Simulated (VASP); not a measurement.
Crystal: TiAl3.

```xyz
4
Lattice="-1.9111 1.9111 4.2807 1.9111 -1.9111 4.2807 1.9111 1.9111 -4.2807" Properties=species:S:1:pos:R:3 pbc="T T T"
Ti    0.0000    0.0000    0.0000
Al    1.9111    0.0000    2.1403
Al    0.0000    1.9111    2.1403
Al    0.0000    0.0000    4.2807
```

The cell comes from a database or a generator and needn't be the stable form of this composition.

```yaml
Program: VASP 6.6.1
Task: single point
Functional: PBE
Potentials_or_basis: VASP PAW PBE potentials, release 64 (Ti_sv, Al)
Cutoff: 520 eV
k_mesh: 10 × 10 × 10
Occupations: fermi-dirac, width 0.05 eV
Spin: no spin polarisation
```

On this cell: pressure 2.1 GPa; largest force under 0.003 eV/Å; band gap on the k mesh none (metal or under the smearing width).

The same run follows on a disturbed copy (atoms moved at random, drawn with an rms of 0.05 Å):

```
CELL_PARAMETERS angstrom
-1.91111 1.91111 4.28067
1.91111 -1.91111 4.28067
1.91111 1.91111 -4.28067
ATOMIC_POSITIONS crystal
Ti 0.99038 0.00038 0.99521
Al 0.25664 0.75347 0.51882
Al 0.74604 0.24268 0.49693
Al 0.50286 0.48753 0.00014
```

**Question.** What changes?

**Answer.** The energy (extrapolated to zero smearing) moves by +8.4 meV/atom; pressure 2.3 GPa; largest force 0.631 eV/Å; band gap on the k mesh none (metal or under the smearing width).

Forces on the atoms (eV/Å):
```
Ti  -0.257  0.563 -0.125
Al  -0.290 -0.324  0.051
Al   0.208  0.157  0.051
Al   0.338 -0.396  0.024
```

Stress tensor (GPa, compression positive):
```
 2.40 -0.03  0.18
-0.03  2.37 -0.20
 0.18 -0.20  2.07
```
